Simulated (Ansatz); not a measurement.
# CaF2, fluorite: band edges under a change of volume

How fast do the gaps move when the cell is scaled evenly? The geometries come from the semilocal relaxation.

Calculated with Ansatz 0.2.0, HSE06, PAW files of the set soft_1, cutoff 600 eV, Fermi–Dirac smearing 0.02 eV, k-mesh 6×6×6, no spin polarisation, no spin-orbit coupling.

Reference cell, relaxed at zero pressure with PBEsol (Fm-3m): a = 3.8325 Å, b = 3.8325 Å, c = 3.8325 Å, α = 60.00°, β = 60.00°, γ = 60.00°.

```csv
atom,x,y,z
Ca,0.0000,0.0000,0.0000
F,0.2500,0.2500,0.2500
F,0.7500,0.7500,0.7500
```

Levels are read on the k-mesh and along lines from Γ to X = (0.5, 0, 0.5), L = (0.5, 0.5, 0.5), K = (0.375, 0.375, 0.75) and W = (0.5, 0.25, 0.75) in the reciprocal basis of this cell (the letters only name these points), and count from the highest filled level.

| ln(V/V0) | gap (eV) | direct gap at Γ (eV) |
| --- | --- | --- |
| −0.0619 | 9.923 | 10.205 |
| −0.0408 | 9.782 | 10.061 |
| 0.0000 | 9.514 | 9.787 |
| 0.0198 | 9.388 | 9.656 |
| 0.0392 | 9.264 | 9.530 |
| 0.0583 | 9.146 | 9.407 |

**Question.** Fit the direct gap at Γ and give it at ln(V/V0) = −0.0202, a row left out above.

A straight line through the 6 rows: the means are 0.002433 for ln(V/V0) and 9.7743 for the level, Σ(Δx)² = 0.01079 and ΣΔxΔy = −0.07169, so the slope is −0.07169/0.01079 = −6.6452 and the intercept 9.7743 − (−6.6452)(0.002433) = 9.7905.

The slope is the volume deformation potential of this gap, −6.65 eV, as a mean over the range. The line gives 9.925 eV. The run itself gives 9.921 eV, so the estimate misses by 0.004 eV; the fitted rows themselves lie up to 0.004 eV off the law.

The gap lies below the direct one at Γ in every row.

[Logs are printed without paths, hosts, clocks, repeated set-up lines and the standing remarks that a program may print on its own settings, such as how far it seeks lower states.]
